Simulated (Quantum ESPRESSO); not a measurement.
Crystal: SnTe.

```
Te Sn
1.0
     0.00000    3.15085    3.15085
     3.15085    0.00000    3.15085
     3.15085    3.15085    0.00000
Te Sn
1 1
Direct
  0.50000 0.50000 0.50000
  0.00000 0.00000 0.00000
```

Base run:

| Item | Value |
| --- | --- |
| Program | Quantum ESPRESSO 7.5 |
| Functional | LDA |
| Potentials or basis | GBRV 1.5 LDA |
| Cutoff | 925 eV |
| Density cutoff | 7401 eV |
| k mesh | 7 × 7 × 7 |
| Occupations | fermi-dirac, width 0.05 eV |
| Spin | no spin polarisation |

Its results: pressure -1.8 GPa.

The run is repeated on the same cell with these changes: functional from LDA to PBEsol; potentials or basis from GBRV 1.5 LDA to GBRV 1.5 PBEsol. What comes out?

Pressure -0.6 GPa.
